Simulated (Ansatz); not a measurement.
**GdO: energy of spin spirals**

Aim: the energy of flat spin spirals in GdO along Γ to K, by the generalised Bloch theorem, without spin-orbit coupling. Methods of the runs shown: LAPW. Companion runs by PAW are cited.

Program: Ansatz 0.2.0. Level of theory: DFT, LDA, all-electron LAPW, scalar-relativistic. These are calculated values, not measurements.

**1. The system as given**

It takes space group F-43m (No. 216, cubic). The conventional cell has a = 5.400 Å, b = 5.400 Å, c = 5.400 Å, α = 90.00°, β = 90.00°, γ = 90.00°. Gd (site symmetry -43m) has 4 O at 2.34 Å as nearest neighbours. Around O (site symmetry -43m) lie 4 Gd at 2.34 Å.

Structure file:

```cif
data_structure
_symmetry_space_group_name_H-M 'P 1'
_symmetry_Int_Tables_number 1
_cell_length_a 3.8184
_cell_length_b 3.8184
_cell_length_c 3.8184
_cell_angle_alpha 60.000
_cell_angle_beta 60.000
_cell_angle_gamma 60.000
_cell_volume 39.37
loop_
_atom_site_label
_atom_site_type_symbol
_atom_site_fract_x
_atom_site_fract_y
_atom_site_fract_z
_atom_site_occupancy
Gd1 Gd 0.00000 0.00000 0.00000 1
O1 O 0.25000 0.25000 0.25000 1
```

Atoms are numbered in the order of the input: Gd1, O2.

**2. Spiral at q = 0, LAPW**

Input file input.yaml:

```yaml
crystal:
  lattice:
    - [0.0, 2.7, 2.7]
    - [2.7, 0.0, 2.7]
    - [2.7, 2.7, 0.0]
  atoms:
    - { symbol: Gd, position: [0.0, 0.0, 0.0], spin: 6.7, spin_axis: [1.0, 0.0, 0.0] }
    - { symbol: O, position: [0.25, 0.25, 0.25] }
magnetization:
  noncollinear: true
  spin_spiral: { q: [0.0, 0.0, 0.0] }
kpoints:
  mp_grid: { grid: [11, 11, 11] }
scf:
  occupations: { method: fermi_dirac, width: 0.03 }
hamiltonian:
  xc: lda
  pseudopotentials: { kind: all_electron, lapw: { basis_error: 0.001 } }
output:
  eigenvalues: false
```

Run with:

```bash
ansatz run input.yaml --threads 2 --pin off --max-ram 4096MiB --backend cpu --events-out ev --progress --plain --runs-dir out
```

The program printed, cut to the lines that bear on the results:

```text
settings of this run that can trade accuracy for cost: output.eigenvalues: false. Do not mix this run's numbers with those of runs without the same settings; the input reference describes each key
LAPW: plane waves up to 9.275 Å⁻¹, error target 1.0e-3 eV per atom; small_component_spin mean_spin; O in spheres of 1.011 Å, 8 of its electrons in bands, Dirac shells []; Gd in spheres of 1.327 Å, 36 of its electrons in bands, Dirac shells []
band count auto-derived: 58 (N_el = 44.0; filled up to band 44; 54 by the electrons, moments and atoms)
[...]
Pseudopotentials: kind: all_electron
Pseudopotential: Gd, LAPW, valence charge 36, Koelling and Harmon's equation, gaussian nucleus
Pseudopotential: O, LAPW, valence charge 8, Koelling and Harmon's equation, gaussian nucleus
Functional definition: SPW92
[...]
Crystal: 2 atoms, lattice volume = 39.366 Å³
Basis set: ecut = 327.76113618599504 eV, 531 PW (Γ), exchange–correlation at level 2
Bands: 58, of which v1, the nominal top of the filled ones, is band 44 counted from 1 (43 counted from 0)
Symmetry: 24 space group operations
k-points: 56 of 1331
Spin spiral: q = (0, 0, 0) of the reciprocal vectors; moments are told in the frame that turns with it, a site's in that at the site
[...]
Starting moments: Σ|m| = 6.7 μB on 1 of 2 sites
[...]
SCF iter   1: F=—  HF=-308529.648162 eV  |F-HF|=—  |Δ(HF+E_count)|=         —  Δρ=8.19e-2  dr2=4.31e0  dr2_m=5.06e-2  ethr=9.80e-3  |M|=6.11e0 ∫|m|=6.25e0 μB  β_m=0.30  ⟨swp⟩=2.0  Hψ=19760  notcnv=0
[...]
spin=Noncollinear: Kerker preconditioning applied to the charge; magnetization (m_x, m_y, m_z) channels mix plain (no charge-response kernel on spin).
[...]
the basis was enlarged: its passes take 29.8 MiB over the memory plan, 2 of 2 planned eigensolver slots
[...]
spin-set hold released at iteration 13 (site moments contracting): the magnetisation degrees of freedom join the quasi-Newton model from the next iteration; the mixer history was flushed
[...]
SCF iter  19: F=-308527.242350 eV  HF=-308527.242350 eV  |F-HF|=2.91e-10  |Δ(HF+E_count)|=   2.78e-8  Δρ=2.14e-6  dr2=2.91e-9  dr2_m=4.12e-10  ethr=1.05e-10  |M|=7.13e0 ∫|m|=7.22e0 μB  ⟨swp⟩=3.0  Hψ=9534  notcnv=0
[...]
WARN: this state was not checked for a lower one beside it: the run's test of it (scf.lower_state_search) could not run behind this SCF: none is made under non-collinear spin (noncollinear)
SCF converged after 19 iterations
Magnetization: |M| = 7.1269 μB,  M = (+7.1269, +0.0000, +0.0000) μB
Absolute magnetization: 7.2246 μB (∫|m|)
  site 0: m = (+6.8686, +0.0000, +0.0000) μB, |m| = 6.8686 μB  (R = 1.33 Å)
  site 1: m = (-0.0442, +0.0000, +0.0000) μB, |m| = 0.0442 μB  (R = 1.01 Å)
Free energy (F): -308527.242350 eV
[...]
E sigma→0 (E₀):  -308527.237119 eV
Entropy (-TS):   -0.010462 eV (-5.231 meV/atom)
Fermi energy:    13.862384 eV
[...]
settings of this run that can trade accuracy for cost: output.eigenvalues: false. Do not mix this run's numbers with those of runs without the same settings; the input reference describes each key
```

Run time: 3.4 min. Hardware: 2 threads of Arm Neoverse V1, shared host; peak memory 0.77 GiB.

In short: moment of the cell in the turning frame 7.13 μB; moments (x, y, z) Gd1 (6.87, 0.00, 0.00), O2 (-0.04, 0.00, 0.00) μB.

**3. Spiral at 0.125 of the way from Γ to K, LAPW**

input.yaml, as its differences from that of step 2:

```diff
@@ -10,3 +10,3 @@
   noncollinear: true
-  spin_spiral: { q: [0.0, 0.0, 0.0] }
+  spin_spiral: { q: [-0.046875, 0.0, 0.046875] }
 kpoints:
```

Run with:

```bash
ansatz run input.yaml --threads 2 --pin off --max-ram 4096MiB --backend cpu --events-out ev --progress --plain --runs-dir out
```

The program printed, cut to the lines that bear on the results:

```text
settings of this run that can trade accuracy for cost: output.eigenvalues: false. Do not mix this run's numbers with those of runs without the same settings; the input reference describes each key
LAPW: plane waves up to 9.275 Å⁻¹, error target 1.0e-3 eV per atom; small_component_spin mean_spin; O in spheres of 1.011 Å, 8 of its electrons in bands, Dirac shells []; Gd in spheres of 1.327 Å, 36 of its electrons in bands, Dirac shells []
band count auto-derived: 58 (N_el = 44.0; filled up to band 44; 54 by the electrons, moments and atoms)
[...]
[... 4 set-up lines as earlier in the session ...]
[...]
Crystal: 2 atoms, lattice volume = 39.366 Å³
Basis set: ecut = 327.76113618599504 eV, 535 PW (Γ), exchange–correlation at level 2
[...]
SCF iter  18: F=-308527.243947 eV  HF=-308527.243947 eV  |F-HF|=4.60e-8  |Δ(HF+E_count)|=   3.50e-8  Δρ=6.68e-6  dr2=2.07e-8  dr2_m=1.33e-9  ethr=2.19e-10  |M|=7.14e0 ∫|m|=7.24e0 μB  ⟨swp⟩=2.9  Hψ=60698  notcnv=0
[...]
WARN: this state was not checked for a lower one beside it: the run's test of it (scf.lower_state_search) could not run behind this SCF: none is made under non-collinear spin (noncollinear)
SCF converged after 18 iterations
Magnetization: |M| = 7.1351 μB,  M = (+7.1351, -0.0000, +0.0000) μB
Absolute magnetization: 7.2373 μB (∫|m|)
  site 0: m = (+6.8731, -0.0000, +0.0000) μB, |m| = 6.8731 μB  (R = 1.33 Å)
  site 1: m = (-0.0426, -0.0000, +0.0000) μB, |m| = 0.0426 μB  (R = 1.01 Å)
Free energy (F): -308527.243947 eV
[...]
E sigma→0 (E₀):  -308527.239236 eV
Entropy (-TS):   -0.009422 eV (-4.711 meV/atom)
Fermi energy:    13.849185 eV
[...]
settings of this run that can trade accuracy for cost: output.eigenvalues: false. Do not mix this run's numbers with those of runs without the same settings; the input reference describes each key
```

Wall time 22 min (2 threads of Arm Neoverse V1, shared host); peak memory 2.7 GiB.

Read from it: moment of the cell in the turning frame 7.14 μB; moments (x, y, z) Gd1 (6.87, 0.00, 0.00), O2 (-0.04, 0.00, 0.00) μB.

**4. Spiral at 0.75 of the way from Γ to K, LAPW**

input.yaml, as its differences from that of step 3:

```diff
@@ -10,3 +10,3 @@
   noncollinear: true
-  spin_spiral: { q: [-0.046875, 0.0, 0.046875] }
+  spin_spiral: { q: [-0.28125, 0.0, 0.28125] }
 kpoints:
```

Run with:

```bash
ansatz run input.yaml --threads 2 --pin off --max-ram 4096MiB --backend cpu --events-out ev --progress --plain --runs-dir out
```

The program printed, cut to the lines that bear on the results:

```text
settings of this run that can trade accuracy for cost: output.eigenvalues: false. Do not mix this run's numbers with those of runs without the same settings; the input reference describes each key
LAPW: plane waves up to 9.275 Å⁻¹, error target 1.0e-3 eV per atom; small_component_spin mean_spin; O in spheres of 1.011 Å, 8 of its electrons in bands, Dirac shells []; Gd in spheres of 1.327 Å, 36 of its electrons in bands, Dirac shells []
band count auto-derived: 58 (N_el = 44.0; filled up to band 44; 54 by the electrons, moments and atoms)
[...]
[... 4 set-up lines as earlier in the session ...]
[...]
Crystal: 2 atoms, lattice volume = 39.366 Å³
Basis set: ecut = 327.76113618599504 eV, 555 PW (Γ), exchange–correlation at level 2
[...]
SCF iter  20: F=-308527.261746 eV  HF=-308527.261746 eV  |F-HF|=3.00e-8  |Δ(HF+E_count)|=   2.85e-9  Δρ=4.84e-6  dr2=1.54e-8  dr2_m=1.08e-9  ethr=1.69e-10  |M|=6.88e0 ∫|m|=7.20e0 μB  ⟨swp⟩=3.0  Hψ=61125  notcnv=0
[...]
WARN: this state was not checked for a lower one beside it: the run's test of it (scf.lower_state_search) could not run behind this SCF: none is made under non-collinear spin (noncollinear)
SCF converged after 20 iterations
Magnetization: |M| = 6.8796 μB,  M = (+6.8796, -0.0000, +0.0000) μB
Absolute magnetization: 7.2047 μB (∫|m|)
  site 0: m = (+6.8156, +0.0000, +0.0000) μB, |m| = 6.8156 μB  (R = 1.33 Å)
  site 1: m = (-0.0191, +0.0000, +0.0000) μB, |m| = 0.0191 μB  (R = 1.01 Å)
Free energy (F): -308527.261746 eV
[...]
E sigma→0 (E₀):  -308527.259440 eV
Entropy (-TS):   -0.004611 eV (-2.306 meV/atom)
Fermi energy:    13.772423 eV
[...]
settings of this run that can trade accuracy for cost: output.eigenvalues: false. Do not mix this run's numbers with those of runs without the same settings; the input reference describes each key
```

It took 24 min on 2 threads of Arm Neoverse V1, shared host; peak memory 2.8 GiB.

Read from it: moment of the cell in the turning frame 6.88 μB; moments (x, y, z) Gd1 (6.82, 0.00, 0.00) μB.

**5. All runs together**

The PAW rows are taken from companion runs at the same settings.

Free energies are per magnetic atom (1 in the cell), from each method's spiral at q = 0. Moments are those in the frame that turns with the spiral.

```
                                     run  method  energy from the method's reference (meV/magnetic atom)  total moment (μB)  largest site moment (μB)  cycles     time
     0 of Γ–K, q = (0.000, 0.000, 0.000)    LAPW                                                     0.0               7.13                      6.87      19  3.4 min
0.125 of Γ–K, q = (-0.047, 0.000, 0.047)    LAPW                                                    -1.6               7.14                      6.87      18   22 min
 0.75 of Γ–K, q = (-0.281, 0.000, 0.281)    LAPW                                                   -19.4               6.88                      6.82      20   24 min
     0 of Γ–K, q = (0.000, 0.000, 0.000)     PAW                                                     0.0               7.13                      6.70      19     30 s
0.125 of Γ–K, q = (-0.047, 0.000, 0.047)     PAW                                                    -1.6               7.14                      6.71      19  3.5 min
 0.25 of Γ–K, q = (-0.094, 0.000, 0.094)     PAW                                                    -5.1               7.13                      6.71      19  3.5 min
0.375 of Γ–K, q = (-0.141, 0.000, 0.141)     PAW                                                    -9.7               7.11                      6.71      20  3.7 min
  0.5 of Γ–K, q = (-0.188, 0.000, 0.188)     PAW                                                   -14.2               7.05                      6.70      19  3.6 min
 0.75 of Γ–K, q = (-0.281, 0.000, 0.281)     PAW                                                   -19.1               6.88                      6.67      19  3.7 min
    1 of Γ–K, q = (-0.375, 0.000, 0.375)     PAW                                                   -18.6               6.64                      6.64      21  4.2 min
```

**6. What came out**

```
                        quantity                                       value
lowest of the spirals run (LAPW)  0.75 of Γ–K, the last point run, -19.4 meV
    energy at 0.75 of Γ–K (LAPW)                                   -19.4 meV
 lowest of the spirals run (PAW)                      0.75 of Γ–K, -19.1 meV
        energy at 1 of Γ–K (PAW)                                   -18.6 meV
```

In words: By LAPW a spiral at 0.75 of Γ–K lies 19.4 meV a magnetic atom under q = 0, so at this level and mesh the ferromagnet isn't the lowest state. No U acts on the open f shell, so these are results of the method and may differ from the real material's. Other magnetic orders may lie lower; this is the state that the run reached. The k mesh (11×11×11) wasn't tested for convergence.
